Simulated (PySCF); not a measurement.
Isomers of C4H6, one conformer each; single-point electronic energies without zero-point terms and without any empirical dispersion term.

Level: PBE0/pcSseg-1 in PySCF, non-relativistic, each on one gas-phase PBE0-D3(BJ)/def2-SVP geometry that isn't relaxed in the solvent. The solvent is an IEF-PCM continuum (Bondi radii, 1.10 Å for H, scaled by 1.2). Only the electrostatic response of the medium enters.

```tsv
isomer	relative energy, gas (kcal/mol)	dipole (D)
methylenecyclopropane, `C1(CC1)=C`	0.0	0.39
bicyclo[1.1.0]butane, `[C@H]12C[C@@H]2C1`	5.2	0.79
```

Q: How do the relative energies look in chloroform (ε = 4.711)?

A: 
| isomer | relative energy, solvent (kcal/mol) | E(solvent) − E(gas) (kcal/mol) | dipole in solvent (D) |
| --- | --- | --- | --- |
| methylenecyclopropane, `C1(CC1)=C` | 0.0 | -1.3 | 0.52 |
| bicyclo[1.1.0]butane, `[C@H]12C[C@@H]2C1` | 5.3 | -1.2 | 0.93 |

The order is unchanged. The gains span 0.1 kcal/mol, the gas-phase energies 5.2 kcal/mol.
